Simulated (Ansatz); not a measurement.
# Ti: strain energy, fitted

Ti, Fm-3m, a = 4.056 Å. This isn't the element's structure at ambient conditions. Ansatz: PBEsol, PAW, 420 eV, Γ-centred 18×18×14 mesh on 2 atoms, Gaussian smearing 0.10 eV; no spin polarisation. Series: biaxial strain in the a-b plane, c and atoms relaxed; x is the strain in per cent. The axes a, b, c are those of the computed cell (2.868, 2.868, 4.056 Å), along [1 1 0], [-1 1 0], [0 0 1] of the cell named above. y is the free energy over the unstrained cell, V0 = 16.680 Å³/atom.

| x (%) | y (meV/atom) |
| --- | --- |
| -6.0 | ? |
| -4.0 | 14.10 |
| -2.0 | 3.85 |
| 0.0 | 0.00 |
| 2.0 | 3.61 |
| 4.0 | 13.65 |
| 6.0 | 26.94 |

Task: Fit y = c2 x² + c3 x³ to the other rows, turn c2 into a modulus, and predict the missing energy.

Result: Least squares on the rows shown. y = 0.84439 x² − 0.014145 x³. In eV per unit strain² c2 is 8.444; M is the biaxial modulus (E = M V0 ε²): 8.444 × 160.2 / (16.680) = 81 GPa. With a term in x⁴ added, the coefficient of x² becomes 0.9461, 12 % more, which shows how far this figure hangs on the form. At x = -6.0 the fit asked for gives 33.45 meV/atom. The run gave 29.81 meV/atom, so the fit is 3.64 meV/atom too high, 12 % of the span of the series, against an rms of 0.57 meV/atom on the fitted rows. The row lies outside the fitted range. With a term in x⁴ added, a fit to the same known rows predicts 28.50 meV/atom, so most of the miss is curvature that the known rows already hold.